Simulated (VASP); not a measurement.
# Pt (P6_3/mmc) in VASP: notebook, part 2 of 2

VASP 6.6.1.

## Step 3: Single point, PBEsol

The input, INCAR:

```
SYSTEM = Pt
PREC = Accurate
ENCUT = 520
EDIFF = 1E-6
ISMEAR = 0
SIGMA = 0.1
LREAL = .False.
LASPH = .True.
NELM = 80
ALGO = Normal
ISIF = 2
LWAVE = .False.
LCHARG = .False.
GGA = PS
```

The input, KPOINTS:

```
regular mesh
0
Gamma
  18 18 10
  0 0 0
```

The input, POSCAR:

```
Pt
1.0
    2.7743674600      0.0000000000      0.0000000000
   -1.3871837300      2.4026727000      0.0000000000
    0.0000000000      0.0000000000      4.5305420600
Pt
2
Direct
    0.3333333300      0.6666666700      0.2500000000
    0.6666666700      0.3333333300      0.7500000000
```

Potentials or basis: VASP PAW PBE potentials, release 64 (Pt).

On the command line:

```bash
$ cat potpaw_PBE.64/Pt/POTCAR > POTCAR
$ mpirun -np 1 vasp_std > vasp.out
```

It took 26 s on 1 thread of Intel Xeon 6975P-C (Granite Rapids), shared host; peak memory 0.21 GiB.

It converged, with:

* Free energy: -13.7736 eV
* Pressure: 0.1 GPa
* Band gap on the k mesh: none (metal or under the smearing width)

Stress tensor (GPa, compression positive):
```
-2.98  0.00  0.00
 0.00 -2.98  0.00
 0.00  0.00  6.12
```

Levels at points of the mesh, in eV from the Fermi level:
```tsv
k point	band 6	band 7	band 8	band 9	band 10	band 11	band 12	band 13	band 14
(0.00, 0.00, 0.00)	-3.15	-3.15	-2.40	-2.40	-0.53	-0.29	-0.29	5.73	14.69
(0.50, 0.00, 0.00)	-3.11	-2.96	0.02	0.20	0.33	2.18	3.60	7.62	9.47
(0.00, 0.00, 0.50)	-3.75	-3.75	-3.75	-0.92	-0.92	-0.92	-0.92	13.35	13.35
(0.50, 0.00, 0.50)	-2.19	-1.02	-1.02	0.21	0.21	1.62	1.62	6.52	6.52
```

Caveat: the PAW data sets were made with another functional, which shifts forces and pressure a little. Spin-orbit coupling is left out, which matters for the levels of Pt.

## Step 4: Relaxation of cell and atoms, PBEsol

The input, INCAR:

```
ALGO = Normal
EDIFF = 1E-7
EDIFFG = -0.005
ENCUT = 580
GGA = PS
IBRION = 2
ISIF = 3
ISMEAR = 0
LASPH = T
LCHARG = F
LREAL = F
LWAVE = F
NELM = 80
NSW = 90
PREC = Accurate
SIGMA = 0.1
```

The input, KPOINTS:

```
k-points
0
Gamma
  18 18 10
```

POSCAR is that of step 3.

Potentials or basis: VASP PAW PBE potentials, release 64 (Pt).

On the command line:

```bash
$ cat potpaw_PBE.64/Pt/POTCAR > POTCAR
$ mpirun -np 1 vasp_std > vasp.out
```

OUTCAR:

```text
EDIFF = 1E-7
   EDIFFG = -0.005
   ENCUT = 580
   GGA = PS
   IBRION = 2
   ISIF = 3
   ISMEAR = 0
   LASPH = T
   LREAL = F
   NELM = 80
   NSW = 90
   PREC = Accurate

 ion  position               nearest neighbor table
   1  0.333  0.667  0.250-   2 2.77   2 2.77   2 2.77   2 2.77   2 2.77   2 2.77
   2  0.667  0.333  0.750-   1 2.77   1 2.77   1 2.77   1 2.77   1 2.77   1 2.77

  LATTYP: Found a hexagonal cell.
 ALAT       =     2.7743674600
 C/A-ratio  =     1.6329999992

  Lattice vectors:

 A1 = (   2.7743674600,   0.0000000000,   0.0000000000)
 A2 = (  -1.3871837300,   2.4026727000,   0.0000000000)
 A3 = (   0.0000000000,   0.0000000000,   4.5305420600)

Analysis of symmetry for initial positions (statically):
[... 274 lines left out ...]
      5       7.3451      2.00000
      6       7.7512      2.00000
      7       7.7512      2.00000
      8       9.0505      2.00000
      9       9.0505      2.00000
     10      10.0839      2.00000
     11      10.7923      1.99873
     12      10.7923      1.99873
     13      16.0410      0.00000
     14      26.0091      0.00000
[... 377 lines left out ...]
      1       4.5176      2.00000
      2       4.6120      2.00000
      3       5.0596      2.00000
      4       7.3317      2.00000
      5       7.4994      2.00000
      6       7.6061      2.00000
      7       7.9363      2.00000
      8      10.5873      2.00000
      9      10.8460      1.98622
     10      11.1168      0.17169
     11      13.0878      0.00000
     12      16.3129      0.00000
     13      18.1220      0.00000
     14      20.3166      0.00000

 [... further k-points ...]

------------------------ aborting loop because EDIFF is reached ----------------------------------------

  FORCE on cell =-STRESS in cart. coord.  units (eV):
  Direction    XX          YY          ZZ          XY          YZ          ZX
  --------------------------------------------------------------------------------------
  -------------------------------------------------------------------------------------
  Total       -0.0031462     -0.0031462     -0.0010891      0.0000000     -0.0000000      0.0000000
  in kB       -0.1667238     -0.1667238     -0.0577140      0.0000000     -0.0000000      0.0000000
  external PRESSURE =      -0.1303872 kB  Pullay stress =       0.0000000 kB
[... 17 lines left out ...]
  FREE ENERGIE OF THE ION-ELECTRON SYSTEM (eV)
  ---------------------------------------------------
  free  energy   TOTEN  =       -13.8087194161 eV

  energy  without entropy=      -13.7898301093  energy(sigma->0) =      -13.79927476

 reached required accuracy - stopping structural energy minimisation
```

CONTCAR:

```text
Pt
   1.00000000000000
     2.7253088057109927   -0.0000000000000000    0.0000000000000000
    -1.3626544028554963    2.3601866590992553    0.0000000000000000
     0.0000000000000000    0.0000000000000000    4.7004817686259210
  Pt
     2
Direct
     0.3333333300000021    0.6666666699999979    0.2500000000000000
     0.6666666699999979    0.3333333300000021    0.7500000000000000

  0.00000000E+00  0.00000000E+00  0.00000000E+00
  0.00000000E+00  0.00000000E+00  0.00000000E+00
```

Run time: 63 s. Hardware: 1 thread of Intel Xeon 6975P-C (Granite Rapids), shared host; peak memory 0.23 GiB.

Results:

* Free energy: -13.8087 eV
* Relaxed volume: 15.12 Å³/atom
* Relaxed cell: a = 2.725 Å, b = 2.725 Å, c = 4.700 Å, α = 90.00°, β = 90.00°, γ = 120.00°
* Space group after relaxing (to 0.05 Å): P6_3/mmc (No. 194)
* Energy gained by relaxing: 17.5 meV/atom
* Ionic steps: 3
* Pressure after relaxing: 0.0 GPa
* Band gap on the k mesh: none (metal or under the smearing width)

Step by step:
```tsv
step	energy change (eV)	largest force (eV/Å)	pressure (GPa)	volume (Å³)
1	0.0000	0.0000	0.12	30.20
2	-0.0326	0.0000	-0.22	30.23
3	-0.0351	0.0000	-0.01	30.23
```

Final structure:
```
CELL_PARAMETERS angstrom
2.72531 0.00000 0.00000
-1.36265 2.36019 0.00000
0.00000 0.00000 4.70048
ATOMIC_POSITIONS crystal
Pt 0.33333 0.66667 0.25000
Pt 0.66667 0.33333 0.75000
```

Caveat: the PAW data sets were made with another functional, which shifts forces and pressure a little.

## Step 5: Relaxation of cell and atoms, RPBE

INCAR, as its differences from that of step 4:

```diff
@@ -3,4 +3,4 @@
 EDIFFG = -0.005
-ENCUT = 580
-GGA = PS
+ENCUT = 600
+GGA = RP
 IBRION = 2
```

KPOINTS is that of step 4.

POSCAR is that of step 4.

On the command line:

```bash
$ cat potpaw_PBE.64/Pt/POTCAR > POTCAR
$ mpirun -np 1 vasp_std > vasp.out
```

Wall time 2.8 min (1 thread of Intel Xeon 6975P-C (Granite Rapids), shared host); peak memory 0.25 GiB.

Results (log left out):

```
Free energy                            : -10.8148 eV
Relaxed volume                         : 16.00 Å³/atom
Relaxed cell                           : a = 2.772 Å, b = 2.772 Å, c = 4.807 Å, α = 90.00°, β = 90.00°, γ = 120.00°
Space group after relaxing (to 0.05 Å) : P6_3/mmc (No. 194)
Energy gained by relaxing              : 57.0 meV/atom
Ionic steps                            : 10
Pressure after relaxing                : 0.0 GPa
Band gap on the k mesh                 : none (metal or under the smearing width)
```

The path:
```csv
step,energy change (eV),largest force (eV/Å),pressure (GPa),volume (Å³)
1,0.0000,0.0000,15.10,30.20
2,0.2760,0.0000,-21.56,36.84
3,-0.0898,0.0000,-1.63,32.19
4,-0.0901,0.0000,-1.01,32.10
5,-0.1104,0.0000,-0.29,32.01
6,-0.1138,0.0000,0.38,31.95
7,-0.1138,0.0000,0.42,31.94
8,-0.1136,0.0000,-0.81,32.12
9,-0.1139,0.0000,0.03,32.00
10,-0.1139,0.0000,0.02,32.00
```

Final structure:
```
Pt
1.0
     2.77239    0.00000    0.00000
    -1.38620    2.40096    0.00000
     0.00000    0.00000    4.80749
Pt
2
Cartesian
  0.0000 1.6006 1.2019
  1.3862 0.8003 3.6056
```

Levels at points of the mesh, in eV from the Fermi level:
```
           k point  band 7  band 8  band 9  band 10  band 11  band 12  band 13  band 14
(0.00, 0.00, 0.00)   -2.98   -1.76   -1.76    -0.61    -0.22    -0.22     4.64    15.13
(0.50, 0.00, 0.00)   -2.49    0.00    0.28     0.47     2.26     3.72     7.25     8.81
(0.00, 0.00, 0.50)   -3.33   -3.33   -0.77    -0.77    -0.77    -0.77    11.87    11.87
(0.50, 0.00, 0.50)   -0.80   -0.80    0.39     0.39     1.74     1.74     6.40     6.40
```

Caveat: the PAW data sets were made with another functional, which shifts forces and pressure a little.

## Step 6: The runs side by side

| task | level | cell | k mesh | cutoff (eV) | mesh quality | gap on the mesh (eV) | pressure (GPa) | relaxed volume (Å³/atom) |
| --- | --- | --- | --- | --- | --- | --- | --- | --- |
| relaxation of cell and atoms | PBEsol | relaxed | 6 × 6 × 4 | 600 | coarse | none | 0.0 | 15.07 |
| single point | PBEsol | as given | 18 × 18 × 10 | 520 | not flagged | none | 0.1 | - |
| relaxation of cell and atoms | PBEsol | relaxed | 18 × 18 × 10 | 580 | not flagged | none | 0.0 | 15.12 |
| relaxation of cell and atoms | RPBE | relaxed | 18 × 18 × 10 | 600 | not flagged | none | 0.0 | 16.00 |

Alike in all rows: potentials or basis VASP PAW PBE potentials, release 64 (Pt); no spin polarisation; smearing gaussian 0.1 eV.

Caveats: some runs use coarse meshes; the PAW data sets were made with another functional, which shifts forces and pressure a little.

Absolute energies hang on the potentials; compare differences alone.
